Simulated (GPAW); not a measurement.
CoO:

```
Co O
1.0
     0.00000    2.13150    2.13150
     2.13150    0.00000    2.13150
     2.13150    2.13150    0.00000
Co O
1 1
Direct
  0.00000 0.00000 0.00000
  0.50000 0.50000 0.50000
```

```yaml
Program: GPAW 26.7.0
Task: relaxation of cell and atoms
Functional: PBEsol
Potentials_or_basis: PAW data sets generated in the run's folder for this functional
Cutoff: 800 eV
Basis: pw
k_mesh: 9 × 9 × 9
Occupations: fermi-dirac, width 0.05 eV
Spin: collinear spin, ferromagnetic start
Starting_moments: "[2.0, 0.0] μB"
```

At the start: pressure -10.1 GPa; volume 9.68 Å³/atom.

Question: Where does the relaxation end?

Answer: Over 3 steps the energy falls by 18.2 meV/atom and the volume is 9.09 Å³/atom (-6.1 %); space group Fm-3m (No. 225, to 0.05 Å); moment 2.76 μB per cell.

Step by step:
```csv
step,energy change (eV),largest force (eV/Å),pressure (GPa),volume (Å³)
1,0.0000,0.0000,-10.07,19.37
2,-0.0134,0.0000,-8.09,19.12
3,-0.0363,0.0000,0.28,18.19
```

Final structure:
```
CELL_PARAMETERS angstrom
0.00000 2.08728 2.08728
2.08728 0.00000 2.08728
2.08728 2.08728 0.00000
ATOMIC_POSITIONS crystal
Co 0.00000 0.00000 0.00000
O 0.50000 0.50000 0.50000
```

Caveat: each step starts from the last one's moments, so a moment once lost doesn't come back; later steps reuse the first step's grids; a cell with one magnetic atom can't hold antiferromagnetic order, which such compounds often take.
